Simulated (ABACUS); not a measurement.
Set up this calculation in ABACUS 3.10.1, as the native input.

```yaml
Task: band structure
Functional: WC
Potentials_or_basis: GBRV ultrasoft 1.5 PBEsol
Cutoff: 544 eV
Density_cutoff: 4354 eV
Basis: plane waves
Occupations: fermi-dirac, width 0.05 eV
Spin: collinear spin, ferromagnetic start
Starting_moments: "[2.0] μB"
Radial_cutoff_of_the_potentials_pseudo_rcut: 10 bohr
Threshold_of_the_eigensolver: 1e-07 Ry
Density: read from an earlier self-consistent run
Path: G-H-N-G-P-H, P-N
Points_for_each_segment_of_the_path: 10
SCF_threshold_on_the_density: 1e-08
Max_SCF_steps: 100
Eigensolver: dav
Mixing: broyden
Mixing_share: 0.4
Symmetry_key: -1
```

Crystal: V.

```xyz
1
Lattice="-1.5144 1.5144 1.5144 1.5144 -1.5144 1.5144 1.5144 1.5144 -1.5144" Properties=species:S:1:pos:R:3 pbc="T T T"
V     0.0000    0.0000    0.0000
```

The input as run:

INPUT

```
INPUT_PARAMETERS
suffix              V
calculation         nscf
basis_type          pw
pseudo_dir          ./
symmetry            -1
dft_functional      wc
ecutwfc             40.0
pseudo_rcut         10
nspin               2
nbands              18
ks_solver           dav
smearing_method     fd
smearing_sigma      0.00367493
scf_thr             1e-08
scf_nmax            100
mixing_type         broyden
mixing_beta         0.4
ecutrho             320.0
init_chg            file
pw_diag_thr         1e-07
out_band            1
kpar                4
```

STRU

```
ATOMIC_SPECIES
V 50.9415 v_pbesol_v1.4.uspp.F.UPF

LATTICE_CONSTANT
1.8897261246

LATTICE_VECTORS
-1.5143500000 1.5143500000 1.5143500000
1.5143500000 -1.5143500000 1.5143500000
1.5143500000 1.5143500000 -1.5143500000

ATOMIC_POSITIONS
Direct

V
0.0
1
0.0000000000 0.0000000000 0.0000000000 1 1 1 mag 2
```

KPT

```
K_POINTS
8
Line
0.00000000 0.00000000 0.00000000 10 // G
0.50000000 -0.50000000 0.50000000 10 // H
0.00000000 0.00000000 0.50000000 10 // N
0.00000000 0.00000000 0.00000000 10 // G
0.25000000 0.25000000 0.25000000 10 // P
0.50000000 -0.50000000 0.50000000 1 // H
0.25000000 0.25000000 0.25000000 10 // P
0.00000000 0.00000000 0.50000000 1 // N
```

Potentials or basis: GBRV ultrasoft 1.5 PBEsol, plane waves.

Launch:

```console
$ OMP_NUM_THREADS=1 mpirun -np 4 abacus > log
```

Wall time 1.4 s on 4 MPI ranks on Intel(R) Xeon(R) Platinum 8488C (Sapphire Rapids) (shared host), peak memory 0.36 GiB a rank.
